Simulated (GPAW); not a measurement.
Crystal: NiO.

```
Ni O
1.0
     2.94991    0.00000    0.00000
     1.47496    2.55470    0.00000
     1.47496    0.85157    2.40859
Ni O
1 1
Direct
  0.00000 0.00000 0.00000
  0.50000 0.50000 0.50000
```

Program: GPAW 26.7.0. Alike in all runs: spin collinear, ferromagnetic start; cell as given.

Order these runs on this cell by their pressure, lowest first.
A. level MS2; potentials or basis GPAW PAW data sets (gpaw-data 1.2.1), pw; k mesh 8 × 8 × 8; cutoff (eV) 800; smearing fermi-dirac 0.05 eV; band path GXWKGLUWLK,UX; band points 60
B. level LDA; potentials or basis the program's PAW data sets (release 1.2.1) made for this functional, pw; k mesh 8 × 8 × 8; cutoff (eV) 800; smearing fermi-dirac 0.05 eV; band path GXWKGLUWLK,UX; band points 80
C. level LDA; potentials or basis the program's PAW data sets (release 1.2.1) made for this functional, pw; k mesh 9 × 9 × 9; cutoff (eV) 650; smearing fermi-dirac 0.01 eV
D. level BLYP; potentials or basis PAW data sets generated in the run's folder for this functional, pw; k mesh 8 × 8 × 8; cutoff (eV) 800; smearing fermi-dirac 0.05 eV; band path GXWKGLUWLK,UX; band points 80; eigensolver davidson
E. level mBEEF; potentials or basis GPAW PAW data sets (gpaw-data 1.2.1), pw; k mesh 8 × 8 × 8; cutoff (eV) 800; smearing fermi-dirac 0.05 eV; band path GXWKGLUWLK,UX; band points 100

C (-17.9 GPa), B (-15.6 GPa), A (7.8 GPa), E (11.4 GPa), D (17.4 GPa).

Caveats: the stock nickel data set gives pressures a few GPa off other programs; a cell with one magnetic atom can't hold antiferromagnetic order, which such compounds often take; so large a pressure means that the cell lies far from this level's equilibrium, or that cutoff or potentials fall short (some runs); the PAW data sets were made with another functional, which shifts forces and pressure a little (some runs); the cutoff is short for stress and forces, so pressures can be off by a GPa or more (some runs).

Not every run made on this cell is shown here.
